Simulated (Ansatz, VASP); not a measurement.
**Two plane-wave programs on Te2Mo**

The input INCAR:

```
SYSTEM = Te2Mo
ALGO = Normal
DIPOL = 0.5 0.5 0.500
EDIFF = 1E-7
ENCUT = 520
GGA = PE
IDIPOL = 3
ISIF = 2
ISMEAR = 0
IVDW = 12
LASPH = .TRUE.
LCHARG = .TRUE.
LDIPOL = .TRUE.
LELF = .TRUE.
LREAL = .FALSE.
LVACPOTAV = .TRUE.
LVHAR = .TRUE.
LWAVE = .FALSE.
NBANDS = 20
NELM = 80
PREC = Accurate
SIGMA = 0.02
```

The input KPOINTS:

```
k-points
0
G
  9 9 1
  0 0 0
```

The input POSCAR:

```
Te2Mo
1.0
    3.6910000000      0.0000000000      0.0000000000
   -1.8455000000      3.1964997654      0.0000000000
    0.0000000000      0.0000000000     33.2698832047
Te Mo
2 1
Direct
    0.3333333333      0.6666666667      0.4397052287
    0.3333333333      0.6666666667      0.5602947713
    0.6666666667      0.3333333333      0.5000000000
```

Input for Ansatz:

```yaml
crystal:
  lattice:
    - [3.691, 0.0, 0.0]
    - [-1.8455, 3.1964997654, 0.0]
    - [0.0, 0.0, 33.2698832047]
  atoms:
    - { symbol: Te, position: [0.3333333333, 0.6666666667, 0.4397052287] }
    - { symbol: Mo, position: [0.6666666667, 0.3333333333, 0.5] }
    - { symbol: Te, position: [0.3333333333, 0.6666666667, 0.5602947713] }
  periodic: [true, true, false]
basis:
  ecutwfc: 420
kpoints:
  mp_grid: { grid: [9, 9, 1] }
hamiltonian:
  xc: pbe
  pseudopotentials: { kind: paw, azcp: { folder: soft_1 } }
  dispersion: d3bj
scf:
  occupations: { method: gaussian, width: 0.02 }
output:
  forces: true
  stress: true
  eigenvalues: true
```

Alike in both runs: task single point; functional PBE; dispersion D3(BJ); k mesh 9 × 9 × 1; occupations gaussian, width 0.02 eV; no spin polarisation.

|  | VASP | Ansatz |
| --- | --- | --- |
| version | VASP 6.6.1 | Ansatz 0.2.0 |
| potentials or method | VASP PAW PBE potentials, release 64 (Te, Mo_sv) | scalar-relativistic, plane waves, PAW |
| plane-wave cutoff (eV) | 520 | 420 |
| valence electrons in the cell | 26 | 46 |

|  | VASP | Ansatz | Ansatz less VASP |
| --- | --- | --- | --- |
| gap on the k mesh at the Fermi level (eV) | 0.88 | 0.88 | -0.001 |
| least direct gap on the mesh (eV) | 0.97 | 0.97 | 0.000 |
| rms of the force components (eV/Å) | 1.143 | 1.146 | +0.0026 |

The two sets of potentials don't hold the same shells in valence. Ansatz warned: «dispersion_switch_in_reach».

Caveats: spin-orbit coupling is left out, which moves the levels of the heavy elements. PBE gaps usually lie below the measured ones, often by a third to a half.
